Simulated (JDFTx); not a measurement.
Crystal: Zr.

```xyz
1
Lattice="-1.8100 1.8100 1.8100 1.8100 -1.8100 1.8100 1.8100 1.8100 -1.8100" Properties=species:S:1:pos:R:3 pbc="T T T"
Zr    0.0000    0.0000    0.0000
```

This isn't the form of Zr at room conditions, which is hcp.

```yaml
Program: JDFTx 1.7.0 (patched build)
Task: relaxation of cell and atoms
Functional: PBE
Potentials_or_basis: SPMS-PBE-1.0 with smoothed tails
Cutoff: 1088 eV
Density_cutoff: 4354 eV
k_mesh: 10 × 10 × 10
Occupations: fermi-dirac, width 0.05 eV
Spin: no spin polarisation
```

At the start: pressure -3.2 GPa; volume 23.72 Å³/atom.

Question: Where does the relaxation end?

Answer: Over 5 steps the energy falls by 9.7 meV/atom and the volume is 22.78 Å³/atom (-4.0 %); space group Im-3m (No. 229, to 0.05 Å).

The path:
```
step  energy change (eV)  largest force (eV/Å)  pressure (GPa)  volume (Å³)
   1              0.0000                0.0000           -3.20        23.72
   2             -0.0024                0.0000           -2.80        23.59
   3             -0.0096                0.0000           -0.04        22.79
   4             -0.0097                0.0000            0.00        22.78
   5             -0.0097                0.0000            0.00        22.78
```

Final structure:
```
Zr
1.0
    -1.78580    1.78580    1.78580
     1.78580   -1.78580    1.78580
     1.78580    1.78580   -1.78580
Zr
1
Cartesian
  0.0000 0.0000 0.0000
```
